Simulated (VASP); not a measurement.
Wanted: the native input for a VASP 6.6.1 run.

| Item | Value |
| --- | --- |
| Task | single point |
| Functional | LDA |
| Potentials or basis | VASP PAW LDA potentials, release 64 (O) |
| Cutoff | 520 eV |
| k mesh | 1 × 1 × 1 |
| Occupations | fermi-dirac, width 0.02 eV |
| Spin | collinear spin, typed start |
| Starting moments | [0.54, 0.55, 0.55, 0.55, 0.54, 0.54, 0.54, 0.54, 0.55, 0.55, 0.55, 0.55, 0.54, 0.55, 0.55, 0.55] μB |
| Dipole correction | no |
| Further INCAR settings | LREAL = Auto; ALGO = Normal; EDIFF = 1e-06; NBANDS = 66 |

The structure of O lies in POSCAR:

```
O
1.0
    7.8772940000      0.0000000000      0.0000000000
    0.0000000000      7.8772940000      0.0000000000
    0.0000000000      0.0000000000      7.8772940000
O
16
Direct
    0.4228355575      0.3886359961      0.8199897071
    0.5294457716      0.2885508653      0.8377623077
    0.2680869852      0.3234994149      0.5038151426
    0.1664150151      0.4304143022      0.4911204279
    0.4342100219      0.8560300022      0.1943560822
    0.4661626188      0.9793464609      0.1080193274
    0.7250713253      0.5752229128      0.7882656151
    0.8129822246      0.5085756606      0.6828106200
   -0.1285466811      0.2039405918      0.3533954680
   -0.1412033117      0.1793382347      0.2029377093
    0.8639134200      0.5581231321      0.1026494631
    0.8252326243      0.7074256718      0.1113580374
    0.7439737555      0.7089109534      0.4472474939
    0.7104724033      0.8312372244      0.5331272389
    0.1782464892      0.6592365348      0.0181534420
    0.1195842125      0.5614491474     -0.0814619843
```

The cell was built by a generator and needn't be a form met in nature.

The input as run:

INCAR

```
  PREC = Accurate
  ENCUT = 520
  EDIFF = 1E-6
  ISMEAR = -1
  SIGMA = 0.02
  LREAL = Auto
  LASPH = T
  NELM = 150
  ALGO = Normal
  ISIF = 2
  LWAVE = F
  LCHARG = F
  ISPIN = 2
  MAGMOM = 0.54 0.55 0.55 0.55 0.54 0.54 0.54 0.54 0.55 0.55 0.55 0.55 0.54 0.55 0.55 0.55
  LORBIT = 11
  GGA = CA
  NBANDS = 66
```

KPOINTS

```
regular mesh
0
Gamma
  1 1 1
```

Potentials or basis: VASP PAW LDA potentials, release 64 (O).

The run is started by

```bash
$ cat potpaw_LDA.64/O/POTCAR > POTCAR
$ mpirun -np 1 vasp_gam > vasp.out
```

It gave:

```json
{
 "Pressure": "1.9 GPa",
 "Largest force": "5.932 eV/Å",
 "Band gap on the k mesh": "0.40 eV, direct",
 "Net moment": "14.00 μB per cell",
 "Site moments": "O +0.79, +0.80, +0.40, +0.41, +0.43, +0.81 μB",
 "Valence electrons inside the program's atomic spheres": "O 4.99, 4.98, 4.90, 4.92, 4.91, 4.89, 4.93"
}
```

Caveat: the standard files for N, O and F lose accuracy on very short bonds.

Wall time 2.3 min on 1 thread of Intel(R) Xeon(R) Platinum 8259CL CPU @ 2.50GHz (Skylake/Cascade Lake) (shared host), peak memory 0.38 GiB.
